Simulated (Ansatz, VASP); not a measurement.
# Sn: VASP beside Ansatz

```xyz
1
Lattice="-1.9072 1.9072 1.9072 1.9072 -1.9072 1.9072 1.9072 1.9072 -1.9072" Properties=species:S:1:pos:R:3 pbc="T T T"
Sn    0.0000    0.0000    0.0000
```

Change from the starting cell: volume scaled by 1.02.

Alike in both runs: task single point; functional PBE; k mesh 10 × 10 × 10; occupations fermi-dirac, width 0.05 eV; no spin polarisation.

|  | VASP | Ansatz |
| --- | --- | --- |
| version | VASP 6.6.1 | Ansatz 0.2.0 |
| potentials or method | VASP PAW PBE potentials, release 64 (Sn_d) | Ansatz PAW |
| plane-wave cutoff (eV) | 520 | 420 |
| valence electrons in the cell | 14 | 14 |

|  | VASP | Ansatz | Ansatz less VASP |
| --- | --- | --- | --- |
| gap on the k mesh at the Fermi level (eV) | none | none | - |
| pressure (GPa) | -0.3 | -0.2 | +0.05 |

A gap of «none» marks a metal or a gap that the smearing closes.
